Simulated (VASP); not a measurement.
# Vibrations of InP at several levels of theory, part 3 of 3

Aim: the vibrations of InP at the zone centre, at several levels of theory. The starting structure is a measured crystal structure from the Crystallography Open Database.

VASP 6.6.1.

Results so far: LDA T2 303.1 cm⁻¹; LDA at the measured cell T2 295.2 cm⁻¹; PBEsol T2 295.9 cm⁻¹; PBE T2 283.5 cm⁻¹; PBEsol + D3(BJ) T2 306.5 cm⁻¹; r2SCAN T2 295.4 cm⁻¹.

## (8) Modes with r2SCAN + rVV10

Level of this step: r2SCAN with rVV10; plane waves and PAW (In_d, P) (VASP).

rVV10 adds a nonlocal correlation energy for dispersion. The cell comes from a relaxation at this level, not shown (50.98 Å³).

INCAR

```
SYSTEM = InP
PREC = Accurate
ENCUT = 450
EDIFF = 1E-08
NELM = 100
ISMEAR = 0
SIGMA = 0.03
LREAL = .FALSE.
ALGO = Normal
METAGGA = R2SCAN
LUSE_VDW = .TRUE.
IVDW_NL = 2
BPARAM = 11.95
CPARAM = 0.0093
LASPH = .TRUE.
NBANDS = 15
LORBIT = 11
LWAVE = .FALSE.
LCHARG = .FALSE.
KPAR = 2
IBRION = 6
NFREE = 2
POTIM = 0.015
NSW = 1
ISIF = 2
```

POSCAR

```
InP
1.0
    0.0000000000      2.9429893508      2.9429893508
    2.9429893508      0.0000000000      2.9429893508
    2.9429893508      2.9429893508      0.0000000000
In P
1 1
Direct
    0.0000000000      0.0000000000      0.0000000000
    0.7500000000      0.7500000000      0.7500000000
```

KPOINTS

```
Automatic mesh
0
Gamma
6 6 6
0 0 0
```

Potentials, in the order of the species: In_d and P (PBE family, release 64).

Run with:

```
$ mpirun -np 2 vasp_std
```

The program printed:

```text
[banner, memory and clock lines left out]
running    2 mpi-ranks, on    1 nodes
[...]
|                                                                             |
|               ----> ADVICE to this user running VASP <----                  |
|                                                                             |
|     You have switched on vdW-DFT.                                           |
|     This routine was written and supplied by Jiri Klimes. We recommend      |
|     that you carefully read and cite the following publications:            |
|       J. Klimes, D.R. Bowler, A. Michelides                                 |
|          J. Phys.: Cond Matt. 22 022201 (2010)                              |
|       J. Klimes, D.R. Bowler, A. Michelides                                 |
|          Phys. Rev. B. 83, 195131 (2011)                                    |
|     and references therein.                                                 |
|                                                                             |

[...]
Total rVV10 correction in eV:      0.4845595    20.0131702
Total rVV10 correction in eV:      0.4845595    20.0131702
DAV:  16    -0.318013375556E+02    0.45396E-07   -0.36325E-08   621   0.198E-03    0.805E-03
Total rVV10 correction in eV:      0.4845577    20.0131702
Total rVV10 correction in eV:      0.4845577    20.0131702
DAV:  17    -0.318013375890E+02   -0.33328E-07   -0.10786E-08   359   0.115E-03    0.750E-04
Total rVV10 correction in eV:      0.4845568    20.0131702
Total rVV10 correction in eV:      0.4845568    20.0131702
DAV:  18    -0.318013375828E+02    0.61552E-08   -0.20228E-09   310   0.491E-04
Total rVV10 correction in eV:      0.4845561    20.0131702
Total rVV10 correction in eV:      0.4845561    20.0131702
Total rVV10 correction in eV:      0.4845564    20.0131702
Total rVV10 correction in eV:      0.4845564    20.0131702
   1 F= -.31801338E+02 E0= -.31801338E+02  d E =-.497969E-18
[... from here on, the cycles between the ionic steps are left out ...]
   2 F= -.31800434E+02 E0= -.31800434E+02  d E =-.369181E-14
   3 F= -.31800434E+02 E0= -.31800434E+02  d E =-.372281E-14
   4 F= -.31800433E+02 E0= -.31800433E+02  d E =-.369591E-14
   5 F= -.31800432E+02 E0= -.31800432E+02  d E =-.369958E-14
 Finite differences progress:
  Degree of freedom:   2/  2
  Displacement:        2/  2
  Total:               4/  4
```

Elapsed: 8.9 min, on 2 MPI ranks of AMD EPYC 7R43, shared host; peak memory 0.52 GiB.

OUTCAR, selected parts (step 8):

```text
  Total       -0.0013738      0.0011415      0.0011415      0.0000000     -0.1203900      0.0000000
  in kB       -0.0431760      0.0358747      0.0358747      0.0000000     -3.7835962      0.0000000
  external PRESSURE =       0.0095245 kB  Pullay stress =       0.0000000 kB

 POSITION                                       TOTAL-FORCE (eV/Angst)
 -----------------------------------------------------------------------------------
      0.00000      0.00000      0.00000        -0.120473     -0.000000     -0.000000
      4.39948      4.41448      4.41448         0.120473      0.000000      0.000000
 -----------------------------------------------------------------------------------
    total drift:                                0.000244     -0.000001     -0.000000

  FREE ENERGIE OF THE ION-ELECTRON SYSTEM (eV)
  ---------------------------------------------------
  free  energy   TOTEN  =       -31.8004324705 eV

  energy  without entropy=      -31.8004324705  energy(sigma->0) =      -31.80043247

[... 1 part as in an earlier step ...]

[... 2 further parts left out ...]
[key lines of the parts left out:]
E-fermi :   5.0408
```

With r2SCAN + rVV10 the mode is T2 299.2 cm⁻¹, -3.9 cm⁻¹ from LDA.

## (9) Modes with HSE06

HSE06 mixes in a quarter of exact exchange at short range, at far higher cost; in semiconductors this cures much of the gap error, while metals seldom gain. This run uses a 4×4×4 mesh. The cell comes from a relaxation at this level, not shown (51.48 Å³). Its starting orbitals come from a semilocal run on the same mesh, not shown.

INCAR: that of step 8 with these lines changed.

```diff
@@ -9,9 +9,9 @@
 ALGO = Normal
-METAGGA = R2SCAN
-LUSE_VDW = .TRUE.
-IVDW_NL = 2
-BPARAM = 11.95
-CPARAM = 0.0093
+LHFCALC = .TRUE.
+AEXX = 0.25
+GGA = PE
+HFSCREEN = 0.2
 LASPH = .TRUE.
 NBANDS = 15
+PRECFOCK = Fast
 LORBIT = 11
```

POSCAR

```
InP
1.0
    0.0000000000      2.9526151125      2.9526151125
    2.9526151125      0.0000000000      2.9526151125
    2.9526151125      2.9526151125      0.0000000000
In P
1 1
Direct
    0.0000000000      0.0000000000      0.0000000000
    0.7500000000      0.7500000000      0.7500000000
```

KPOINTS

```
Automatic mesh
0
Gamma
4 4 4
0 0 0
```

Run with:

```
$ mpirun -np 2 vasp_std
```

The program printed:

```text
[banner, memory and clock lines left out]
running    2 mpi-ranks, on    1 nodes
[...]
LDA part: xc-table for (Slater+PW92), standard interpolation
 found WAVECAR, reading the header
 POSCAR, INCAR and KPOINTS ok, starting setup
[...]
reading WAVECAR
 the WAVECAR file was read successfully
 initial charge from wavefunction
 entering main loop
       N       E                     dE             d eps       ncg     rms          rms(c)
DAV:   1    -0.992864912267E+01   -0.99286E+01   -0.50555E-01   320   0.113E+01    0.326E+00
DAV:   2    -0.993427653926E+01   -0.56274E-02   -0.54928E-02   300   0.208E+00    0.383E+00
DAV:   3    -0.993209102584E+01    0.21855E-02   -0.54312E-03   343   0.899E-01    0.285E+00
DAV:   4    -0.993171795498E+01    0.37307E-03   -0.96880E-04   312   0.358E-01    0.179E+00
[...]
DAV:  18    -0.993165131324E+01   -0.32243E-07   -0.57905E-10   127   0.168E-04    0.154E-03
DAV:  19    -0.993165132848E+01   -0.15242E-07   -0.28017E-10   120   0.119E-04    0.937E-04
DAV:  20    -0.993165133473E+01   -0.62478E-08   -0.14091E-10   120   0.837E-05
   1 F= -.99316513E+01 E0= -.99316513E+01  d E =-.725671E-13
[... from here on, the cycles between the ionic steps are left out ...]
   2 F= -.99307506E+01 E0= -.99307506E+01  d E =-.128901E-23
   3 F= -.99307507E+01 E0= -.99307507E+01  d E =-.128928E-23
   4 F= -.99307435E+01 E0= -.99307435E+01  d E =-.129251E-23
   5 F= -.99307435E+01 E0= -.99307435E+01  d E =-.129242E-23
 Finite differences progress:
  Degree of freedom:   2/  2
  Displacement:        2/  2
  Total:               4/  4
```

Wall time 22 min (2 MPI ranks); peak memory 0.5 GiB; 45 min of CPU time.

OUTCAR, selected parts (step 9):

```text
  Total       -0.0025084     -0.0001573     -0.0001573      0.0000000     -0.1100162      0.0000000
  in kB       -0.0780653     -0.0048941     -0.0048941      0.0000000     -3.4238669      0.0000000
  external PRESSURE =      -0.0292845 kB  Pullay stress =       0.0000000 kB

 POSITION                                       TOTAL-FORCE (eV/Angst)
 -----------------------------------------------------------------------------------
      0.00000      0.00000      0.00000        -0.120655      0.000000      0.000000
      4.41392      4.42892      4.42892         0.120655     -0.000000     -0.000000
 -----------------------------------------------------------------------------------
    total drift:                                0.000025      0.000001     -0.000001

  FREE ENERGIE OF THE ION-ELECTRON SYSTEM (eV)
  ---------------------------------------------------
  free  energy   TOTEN  =        -9.9307435497 eV

  energy  without entropy=       -9.9307435497  energy(sigma->0) =       -9.93074355

[... 3 further parts left out ...]
[key lines of the parts left out:]
E-fermi :   4.7687
```

With HSE06 the mode is T2 299.4 cm⁻¹, -3.7 cm⁻¹ from LDA.

## (10) The runs compared

```csv
run,T2,method,core minutes
LDA,303.1,perturbation theory,10.7
LDA at the measured cell,295.2,perturbation theory,8.94
PBEsol,295.9,perturbation theory,11.3
PBE,283.5,perturbation theory,11.2
PBEsol + D3(BJ),306.5,finite displacements,1.9
r2SCAN,295.4,finite displacements,10.1
r2SCAN + rVV10,299.2,finite displacements,17.8
HSE06,299.4,finite displacements,44.7
```

Modes are in cm⁻¹, degenerate ones as one, matched between runs by symmetry and order. A number in brackets counts the listed modes of one symmetry from the lowest. The symmetry labels come from an automatic analysis and can be wrong where levels nearly coincide. Core minutes are wall time times ranks of the run shown, on a shared host.

## (11) Summary of results

```yaml
t2_lda: 303.1 cm⁻¹
t2_lda_at_the_measured_cell: 295.2 cm⁻¹
t2_pbesol: 295.9 cm⁻¹
t2_pbe: 283.5 cm⁻¹
t2_pbesol_d3_bj: 306.5 cm⁻¹
t2_r2scan: 295.4 cm⁻¹
t2_r2scan_rvv10: 299.2 cm⁻¹
t2_hse06: 299.4 cm⁻¹
```

**Reading.** On the cells relaxed at each level, the T2 mode of InP lies between 284 cm⁻¹ (PBE) and 306 cm⁻¹ (PBEsol + D3(BJ)). Taking the measured cell, +2.1 % in volume, instead of the one relaxed with LDA moves T2 by -7.9 cm⁻¹. Some levels use perturbation theory and the others finite displacements, so their times can't be compared. LASPH is on in some of these runs and off in others, which adds a little to the differences. The dielectric constants and Born charges in the logs aren't compared here; at a small gap they can be far off, and in a run without a gap they mean nothing. HSE06 ran on a coarser mesh (4×4×4), which moves cell and modes too. The frequencies are harmonic, and the splitting of polar modes by their long-range field is left out. Further runs on this material are not shown.

[Lines on the potential files, build, host, timing and source positions are cut from VASP's logs without a mark.]

[Logs are printed without paths, hosts, clocks, repeated set-up lines and the standing remarks that a program may print on its own settings, such as how far it seeks lower states.]

[Hosts, paths, dates, database ids (printed as entryN), source tags and the programs' standing remarks are cut or masked in the printed files.]
